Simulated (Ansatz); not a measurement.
**The graphene bilayer (AB) between two gates**

Wanted: Fermi level and gate voltage of the graphene bilayer (AB) as it is charged.

Method: plane-wave DFT, PBE-D3(BJ), Ansatz PAW, in Ansatz 0.2.0.

## (1) Set-up

The cell holds 4 atoms: 4 C. Cell: a = 2.467 Å, b = 2.467 Å, c = 37.750 Å, α = 90.0°, β = 90.0°, γ = 120.0°. Regions: layer 1: graphene, 2 atoms (2 C); layer 2: graphene, 2 atoms (2 C). Vacuum lies along c.

## (2) Relaxation

The starting cell is a guess, so the in-plane lattice and the atoms are relaxed first, with the slab cut off from its images along the normal.

The input, input.yaml:

```yaml
crystal:
  lattice:
    - [2.467, 0.0, 0.0]
    - [-1.2335, 2.1364846711, 0.0]
    - [0.0, 0.0, 37.750000002]
  atoms:
    - { symbol: C, position: [0.6666666667, 0.3333333333, 0.455629139] }
    - { symbol: C, position: [0.3333333333, 0.6666666667, 0.455629139] }
    - { symbol: C, position: [0.0, 0.0, 0.544370861] }
    - { symbol: C, position: [0.6666666667, 0.3333333333, 0.544370861] }
  periodic: [true, true, false]
kpoints:
  mp_grid: { grid: [18, 18, 1] }
hamiltonian:
  xc: pbe
  dispersion: d3bj
scf:
  occupations: { method: fermi_dirac, width: 0.05 }
  convergence: { dr2_threshold: 1.0e-09 }
relax:
  f_tol: 0.004
  max_steps: 90
  cell: {}
output:
  write_potential: true
  write_density: true
  volumetric_format: npy
```

Run with:

```
ansatz run input.yaml --threads 4 --pin off --max-ram 6144MiB --backend cpu --events-out ev --progress --plain --runs-dir out
```

Numbers of over 12 decimals in the logs are rounded to 6 here.

Output:

```text
Warning: relax.cell: scf.convergence.dr2_threshold = 1e-9 eV is looser than the 2.24438552741e-10 eV advised for a relaxation that steers and ends on the stress (1e-10 eV for each atom of the cell: 4, times the square of relax.cell.stress_2d_tol = 0.05 N/m over 13.4 Å (the atoms' height at the walk's start and 5 Å past either face), 3.745e-2 GPa, over a crystal's default 0.05). What an SCF threshold leaves in a stress goes as its square root, and in the free energy as the threshold itself, and one threshold admits the most on a small cell: [figures from the program's tests cut] Set scf.convergence.dr2_threshold to 2.24438552741e-10 eV or tighter. [rest of the remark cut]
Engine: ansatz 0.2.0, x86_64-unknown-linux-gnu
Pseudopotentials: kind: paw
Pseudopotential: C, paw, valence charge 4, recommended cutoff 420 eV (normal), C.paw.azcp
Functional definition: PBE
  parameter kappa = 0.804
  parameter beta = 0.066725
  exchange = pbe_x(kappa = kappa, mu = beta*pi^2/3)
  correlation = pbe_c(beta = beta)
Crystal: 4 atoms, lattice volume = 198.969 Å³
Basis set: ecut = 420 eV, 3769 PW (Γ), exchange–correlation on 36×36×512 points (8 copies of the dense FFT grid, shifted against one another)
Bands: 12, of which v1, the nominal top of the filled ones, is band 8 counted from 1 (7 counted from 0)
Symmetry: 12 space group operations
Space group: P-3m1 (ITA 164), of the structure as read, at distance tolerance 5.8e-5 Å
k-points: 37 of 324
Non-local potential: C, projectors of the file, l = 0: 2, l = 1: 2, l = 2: 1
PAW form: soft (Blöchl's): semilocal exchange-correlation on the pseudo side does not see the compensation charge
PAW one-centre angular grid: C, 110 points (default); XC on 64 Gauss nodes
Initial density: superposition of atomic densities (neutral atoms: chi_scale 0, normalization atom), corrected by the library's trained network
Initial wavefunctions: pseudopotential atomic-orbital guess
Functional: x = pbe(κ = 0.804, μ = 0.219515), c = pbe(β = 0.066725)
SCF iter   1: F=—  HF=-1004.220839 eV  |F-HF|=—  |Δ(HF+E_count)|=         —  Δρ=1.46e-3  dr2=5.51e-3  ethr=1.77e-3  ⟨swp⟩=11.1  Hψ=4241  notcnv=0
preconditioner: auto → LDOS  [metal: Δε(μ)=0.354 eV  Ē_g=14.887 eV  σ=0.050 eV  W_gap=0.50  n_scr=20 (ndim 8)  ℏωp=10.5 eV  f_vac=0.799  D(μ)=0.12/eV (n_scr^D=4)  β→1.0]
SCF iter   2: F=—  HF=-1004.222150 eV  |F-HF|=—  |Δ(HF+E_count)|=   1.31e-3  Δρ=7.59e-4  dr2=4.59e-3  ethr=3.45e-5  ⟨swp⟩=4.7  Hψ=1619  notcnv=0
SCF iter   3: F=—  HF=-1004.220831 eV  |F-HF|=—  |Δ(HF+E_count)|=   1.32e-3  Δρ=2.56e-4  dr2=4.55e-4  ethr=2.87e-5  ⟨swp⟩=3.6  Hψ=962  notcnv=0
SCF iter   4: F=—  HF=-1004.220758 eV  |F-HF|=—  |Δ(HF+E_count)|=   7.34e-5  Δρ=6.18e-5  dr2=7.03e-6  ethr=2.85e-6  ⟨swp⟩=3.3  Hψ=903  notcnv=0
SCF iter   5: F=—  HF=-1004.220758 eV  |F-HF|=—  |Δ(HF+E_count)|=   3.48e-8  Δρ=8.79e-6  dr2=1.83e-7  ethr=4.40e-8  ⟨swp⟩=3.2  Hψ=1049  notcnv=0
SCF iter   6: F=—  HF=-1004.220780 eV  |F-HF|=—  |Δ(HF+E_count)|=   2.18e-5  Δρ=4.50e-6  dr2=3.74e-8  ethr=1.14e-9  ⟨swp⟩=3.0  Hψ=898  notcnv=0
SCF iter   7: F=-1004.220780 eV  HF=-1004.220780 eV  |F-HF|=9.35e-9  |Δ(HF+E_count)|=   2.53e-9  Δρ=9.49e-7  dr2=7.22e-10  ethr=6.25e-12  ⟨swp⟩=9.4  Hψ=3609  notcnv=0
SCF 1 converged in 7 iterations: F = -1004.220780 eV  dr2 = 7.22e-10
  greatest PAW one-centre occupation: 0.672 electrons in one spin orbital (limit 2), on the C atom at site 3 (counted from 0), in its partial waves of l = 0
relax step   1: F+E_penalty+E_count = -1004.22077983 eV  Δ(F+E_penalty+E_count) = +0.000e0 eV  max|allowed force component| = 1.745e-2 eV/Å  Δτ_max = 0.0000 Å  P = -0.603 N/m  Ω = 198.969 Å³  fix = [c, alpha, beta]  reactions: c -0.000 N/m  (7 SCF iters, accepted)
Crystal: 4 atoms, lattice volume = 198.783 Å³
Initial density: handed on by an earlier stage of this run
Initial wavefunctions: those handed on with the density
iter 1 solved again at ethr=1.81e-3 eV; its pass at ethr=3.10e-3 eV (dr2=2.89e-1 eV) is discarded
SCF iter   1: F=—  HF=-1004.304577 eV  |F-HF|=—  |Δ(HF+E_count)|=         —  Δρ=1.31e-2  dr2=2.88e-1  ethr=1.81e-3  ⟨swp⟩=1.8  Hψ=4120  notcnv=0
preconditioner: auto → LDOS  [metal: Δε(μ)=0.248 eV  Ē_g=14.806 eV  σ=0.050 eV  W_gap=0.49  n_scr=20 (ndim 8)  ℏωp=10.5 eV  f_vac=0.795  D(μ)=0.13/eV (n_scr^D=4)  β→1.0]
SCF iter   2: F=—  HF=-1004.382778 eV  |F-HF|=—  |Δ(HF+E_count)|=   7.82e-2  Δρ=8.39e-3  dr2=5.59e-1  ethr=1.80e-3  ⟨swp⟩=5.8  Hψ=1690  notcnv=0  defer=3
SCF iter   3: F=—  HF=-1004.219796 eV  |F-HF|=—  |Δ(HF+E_count)|=   1.63e-1  Δρ=9.59e-4  dr2=2.70e-3  ethr=1.80e-3  ⟨swp⟩=4.5  Hψ=1219  notcnv=0  defer=3
SCF iter   4: F=—  HF=-1004.219650 eV  |F-HF|=—  |Δ(HF+E_count)|=   1.45e-4  Δρ=2.19e-4  dr2=5.57e-5  ethr=1.68e-5  ⟨swp⟩=3.6  Hψ=1250  notcnv=0  defer=1
SCF iter   5: F=—  HF=-1004.219724 eV  |F-HF|=—  |Δ(HF+E_count)|=   7.40e-5  Δρ=1.13e-4  dr2=2.15e-5  ethr=3.48e-7  ⟨swp⟩=2.9  Hψ=924  notcnv=0
SCF iter   6: F=—  HF=-1004.219723 eV  |F-HF|=—  |Δ(HF+E_count)|=   1.00e-6  Δρ=2.31e-5  dr2=9.65e-7  ethr=1.34e-7  ⟨swp⟩=2.3  Hψ=798  notcnv=0
SCF iter   7: F=—  HF=-1004.219745 eV  |F-HF|=—  |Δ(HF+E_count)|=   2.17e-5  Δρ=2.60e-6  dr2=1.28e-8  ethr=6.03e-9  ⟨swp⟩=3.3  Hψ=894  notcnv=0
SCF iter   8: F=—  HF=-1004.219745 eV  |F-HF|=—  |Δ(HF+E_count)|=   3.43e-8  Δρ=8.36e-7  dr2=1.42e-9  ethr=6.25e-12  ⟨swp⟩=10.7  Hψ=3139  notcnv=0
SCF iter   9: F=-1004.219745 eV  HF=-1004.219745 eV  |F-HF|=1.49e-11  |Δ(HF+E_count)|=   4.83e-9  Δρ=1.04e-7  dr2=1.44e-11  ethr=6.25e-12  ⟨swp⟩=9.4  Hψ=2725  notcnv=0
SCF 2 converged in 9 iterations: F = -1004.219745 eV  dr2 = 1.44e-11
relax step   2: F+E_penalty+E_count = -1004.21974508 eV  Δ(F+E_penalty+E_count) = +1.035e-3 eV  max|allowed force component| = 1.954e-2 eV/Å  Δτ_max = 0.0835 Å  P = -0.145 N/m  Ω = 198.783 Å³  energy of the carried Pulay correction = +1.059e-4 eV  fix = [c, alpha, beta]  (9 SCF iters, rejected (line search))
Crystal: 4 atoms, lattice volume = 198.741 Å³
iter 1 solved again at ethr=6.98e-4 eV; its pass at ethr=3.10e-3 eV (dr2=1.12e-1 eV) is discarded
SCF iter   1: F=—  HF=-1004.254026 eV  |F-HF|=—  |Δ(HF+E_count)|=         —  Δρ=8.17e-3  dr2=1.11e-1  ethr=6.98e-4  ⟨swp⟩=1.9  Hψ=3848  notcnv=0
preconditioner: auto → LDOS  [metal: Δε(μ)=0.319 eV  Ē_g=14.853 eV  σ=0.050 eV  W_gap=0.50  n_scr=20 (ndim 8)  ℏωp=10.5 eV  f_vac=0.803  D(μ)=0.12/eV (n_scr^D=4)  β→1.0]
SCF iter   2: F=—  HF=-1004.283319 eV  |F-HF|=—  |Δ(HF+E_count)|=   2.93e-2  Δρ=5.21e-3  dr2=2.14e-1  ethr=6.94e-4  ⟨swp⟩=4.7  Hψ=1477  notcnv=0
SCF iter   3: F=—  HF=-1004.221487 eV  |F-HF|=—  |Δ(HF+E_count)|=   6.18e-2  Δρ=5.75e-4  dr2=8.57e-4  ethr=6.94e-4  ⟨swp⟩=4.3  Hψ=1125  notcnv=0
SCF iter   4: F=—  HF=-1004.221447 eV  |F-HF|=—  |Δ(HF+E_count)|=   4.07e-5  Δρ=1.23e-4  dr2=1.58e-5  ethr=5.36e-6  ⟨swp⟩=3.4  Hψ=1165  notcnv=0
SCF iter   5: F=—  HF=-1004.221410 eV  |F-HF|=—  |Δ(HF+E_count)|=   3.66e-5  Δρ=1.35e-5  dr2=5.63e-7  ethr=9.88e-8  ⟨swp⟩=3.2  Hψ=949  notcnv=0
SCF iter   6: F=—  HF=-1004.221428 eV  |F-HF|=—  |Δ(HF+E_count)|=   1.84e-5  Δρ=4.12e-6  dr2=5.04e-8  ethr=3.52e-9  ⟨swp⟩=3.0  Hψ=851  notcnv=0
SCF iter   7: F=—  HF=-1004.221428 eV  |F-HF|=—  |Δ(HF+E_count)|=   1.09e-8  Δρ=1.79e-6  dr2=7.03e-9  ethr=3.15e-10  ⟨swp⟩=2.7  Hψ=865  notcnv=0
SCF iter   8: F=-1004.221428 eV  HF=-1004.221428 eV  |F-HF|=2.55e-9  |Δ(HF+E_count)|=   3.57e-9  Δρ=3.21e-7  dr2=2.36e-10  ethr=6.25e-12  ⟨swp⟩=10.3  Hψ=3016  notcnv=0
SCF 3 converged in 8 iterations: F = -1004.221428 eV  dr2 = 2.36e-10
relax step   3: F+E_penalty+E_count = -1004.22142842 eV  Δ(F+E_penalty+E_count) = -6.486e-4 eV  max|allowed force component| = 3.261e-3 eV/Å  Δτ_max = 0.0322 Å  P = -0.081 N/m  Ω = 198.741 Å³  energy of the carried Pulay correction = +1.298e-4 eV  fix = [c, alpha, beta]  reactions: c -0.000 N/m  (8 SCF iters, accepted)
[...]
relax step   4: F+E_penalty+E_count = -1004.22147573 eV  Δ(F+E_penalty+E_count) = -4.731e-5 eV  max|allowed force component| = 5.130e-4 eV/Å  Δτ_max = 0.0058 Å  P = -0.005 N/m  Ω = 198.705 Å³  energy of the carried Pulay correction = +1.505e-4 eV  fix = [c, alpha, beta]  reactions: c -0.000 N/m  (7 SCF iters, accepted)
Initial wavefunctions: pseudopotential atomic-orbital guess (no wavefunctions were taken with the density)
iter 1 solved again at ethr=3.32e-7 eV; its pass at ethr=3.10e-3 eV (dr2=5.32e-5 eV) is discarded
SCF iter   1: F=—  HF=-1004.221332 eV  |F-HF|=—  |Δ(HF+E_count)|=         —  Δρ=4.00e-6  dr2=4.20e-9  ethr=3.32e-7  ⟨swp⟩=5.6  Hψ=6234  notcnv=0
eigensolver tolerance schedule: the retry pair's looser diagonalisation over-reported the residual by 12671.37 of it (diagonalisation noise at an unbounded share of the residual, at the tolerance the schedule requests for it); recorded, not acted on — ethr = c·dr2/N_el stays at c = 1.0e-1
preconditioner: auto → LDOS  [metal: Δε(μ)=0.319 eV  Ē_g=14.819 eV  σ=0.050 eV  W_gap=0.50  n_scr=20 (ndim 8)  ℏωp=10.5 eV  f_vac=0.802  D(μ)=0.12/eV (n_scr^D=4)  β→1.0]
SCF iter   2: F=—  HF=-1004.221298 eV  |F-HF|=—  |Δ(HF+E_count)|=   3.41e-5  Δρ=6.42e-7  dr2=3.77e-10  ethr=6.25e-12  ⟨swp⟩=15.7  Hψ=5084  notcnv=0
SCF iter   3: F=-1004.221298 eV  HF=-1004.221298 eV  |F-HF|=1.54e-10  |Δ(HF+E_count)|=   1.58e-9  Δρ=3.61e-7  dr2=3.14e-10  ethr=2.36e-12  ⟨swp⟩=7.1  Hψ=2844  notcnv=0
SCF 5 converged in 3 iterations: F = -1004.221298 eV  dr2 = 3.14e-10
relax step   5: F+E_penalty+E_count = -1004.22129779 eV  Δ(F+E_penalty+E_count) = +1.779e-4 eV  max|allowed force component| = 5.067e-4 eV/Å  Δτ_max = 0.0000 Å  P = -0.010 N/m  Ω = 198.705 Å³  fix = [c, alpha, beta]  reactions: c -0.000 N/m  stress off target by 1.04e-2 N/m on what of the cell is left free  SCF on the basis re-selected at this cell (its energy is not comparable with the rows above)  (3 SCF iters)
basis re-selected at this cell: Δ(F+E_penalty+E_count) = +1.779e-4 eV, ΔP = -0.005 N/m vs the last step (what re-selecting the basis moved, of the pressure what is left beyond the Pulay correction that the steps carried, after the strain that the cell walked since its last selection, with what the two solves' SCF thresholds leave and, on support functions, any second-order correction that the steps lacked; it is no m [...]
WARN: The output density's exchange-correlation potential varies sharply where the density is thin. Do not read a vacuum level from v_tot or v_xc, or from such a field of the output density. On a cell that repeats whose density bears no net charge and no dipole along the vacuum's axis use v_es (v_loc + v_h of the components); under efield.dipole_correction with no amplitude use v_es + v_field, which holds any externa [...]
SCF converged after 3 iterations
Free energy (F): -1004.221298 eV
Harris-Foulkes:  -1004.221298 eV  (|F-HF|=1.54e-10)
Internal energy: -1004.220424 eV  (E = F + TS)
E sigma→0 (E₀):  -1004.220861 eV
Entropy (-TS):   -0.000874 eV (-0.218 meV/atom)
Fermi energy:    -4.274900 eV
--- Per-component energies (eV) ---
  E_band       = -214.609958
  E_kinetic    = 363.521982
  E_local      = -33242.428603  (includes V_loc(G=0)·N_el)
  E_nonlocal   = 109.190494
  E_hartree    = 16409.983239
  E_xc         = -191.956581
  E_vxc        = -237.651357  (∫ρ·V_xc dr)
  E_paw        = -397.372364  (= ΣΔE_a)
  E_vpaw       = -27.209775  (= ΣTr[D̂ρ^β])
  E_aug_tail   = 0.000030  (compensation charges beyond the density's cutoff)
  E_ewald      = 15945.315518
  E_disp       = -0.474138  (pairwise vdW)
  E_smearing   = -0.000874  (= −TS)
  E_closure    = -0.000000  (closes the sum)
  Σ components = -1004.221298   (vs F -1004.221298, Δ=0.00e0)
--- Forces (eV/Å), atoms counted from 1 ---
  atom   1  C      0.00000000     0.00000000    -0.00009960
  atom   2  C      0.00000000    -0.00000000     0.00050673
  atom   3  C     -0.00000000     0.00000000    -0.00050673
  atom   4  C      0.00000000    -0.00000000     0.00009960
  max |Σ_I F_I| component: 1.48e-16 eV/Å
--- 2D stress c σ (N/m, compression-positive) ---
       -0.010435      -0.000000      -0.000000
       -0.000000      -0.010435      -0.000000
       -0.000000      -0.000000      -0.000000
  P = ½ c Tr σ = -0.0104 N/m
--- Band table (eV; the first three rows and the last of 37) ---
  k-point 0: bands = [... 4 lower, -7.3087, -7.3087, -7.3011, -7.3011, -0.8509, -0.4943, 0.2073, 0.2652]
  k-point 1: bands = [... 4 lower, -7.6086, -7.5975, -7.4666, -7.4565, -0.7527, -0.3948, 0.3086, 0.3667]
  k-point 2: bands = [... 4 lower, -8.4311, -8.4125, -7.8849, -7.8709, -0.4583, -0.0963, 0.6127, 0.6710]
  k-point 36: bands = [... 4 lower, -14.8329, -14.8329, -4.5772, -4.2750, -4.2750, -3.9561, 6.3055, 6.3055]
  the weakly bound empty levels are not read free of the cell's end (no_gap_told)
--- Relaxed structure (4 steps of the walk, 3 accepted, 1 SCFs on fresh bases) ---
  F+E_penalty+E_count = -1004.22129779 eV   max|allowed force component| = 5.067e-4 eV/Å   (the final SCF, on the basis selected at the relaxed cell)
  cell:  # Å, volume = 198.7051 Å³
    - [2.465362, 0.0, 0]
    - [-1.232681, 2.135066, 0]
    - [0, 0, 37.750000002]
  atoms:
    - { symbol: C, position: [0.666667, 0.333333, 0.454944] }
    - { symbol: C, position: [0.333333, 0.666667, 0.454931] }
    - { symbol: C, position: [3.1040360849391358e-18, 1.3877787809430038e-17, 0.545069] }
    - { symbol: C, position: [0.666667, 0.333333, 0.545056] }
```

The job ended after 4.2 s (4 threads of Intel Xeon 6975P-C (Granite Rapids), shared host; peak memory 0.61 GiB; 15 s of CPU time).

Step by step:

| step | energy less that of the first step (eV) | largest force component (eV/Å) | volume (Å³) |
| --- | --- | --- | --- |
| 1 | 0.0000 | 0.0175 | 198.97 |
| 2 | 0.0010 | 0.0195 | 198.78 |
| 3 | -0.0006 | 0.0033 | 198.74 |
| 4 | -0.0007 | 0.0005 | 198.71 |
| 5* | -0.0005 | 0.0005 | 198.71 |

Relaxation steps marked * repeat the geometry before them on a plane-wave basis chosen anew for their cell, so energy and pressure can jump there. Relaxation step 2 was tried and not accepted.

Forces are held to the 12 operations that the run works with; a distortion that breaks them can't arise in this run.

| cell as run | before | after | change |
| --- | --- | --- | --- |
| a (Å) | 2.467 | 2.465 | -0.1 % |
| b (Å) | 2.467 | 2.465 | -0.1 % |

The atoms that moved most (Å, along periodic axes as changes of fractional coordinates times the final cell, across vacuum about the mean position):

| atom | dx | dy | dz | length |
| --- | --- | --- | --- | --- |
| C2 | 0.000 | 0.000 | -0.026 | 0.026 |
| C3 | 0.000 | 0.000 | 0.026 | 0.026 |
| C4 | 0.000 | 0.000 | 0.026 | 0.026 |
| C1 | 0.000 | 0.000 | -0.026 | 0.026 |

Final coordinates:

```xyz
4
Lattice="2.4654 0.0000 0.0000 -1.2327 2.1351 0.0000 0.0000 0.0000 37.7500" Properties=species:S:1:pos:R:3
C     1.2327    0.7117   17.1741
C     0.0000    1.4234   17.1736
C     0.0000    0.0000   20.5764
C     1.2327    0.7117   20.5759
```

This step gave:

* energy at zero smearing: -1004.2209 eV

The lattice constant a goes from 2.467 to 2.465 Å.

(Part 1 of 3 ends here.)

[Logs are printed without paths, hosts, clocks, repeated set-up lines and the standing remarks that a program may print on its own settings, such as how far it seeks lower states.]

[Hosts, paths, dates, database ids (printed as entryN), source tags and the programs' standing remarks are cut or masked in the printed files.]

[Maps of the electrostatic potential energy from Ansatz leave out the sawtooth potential of an applied field or a dipole correction, so their vacuum need not be flat; planar profiles and work functions include it.]
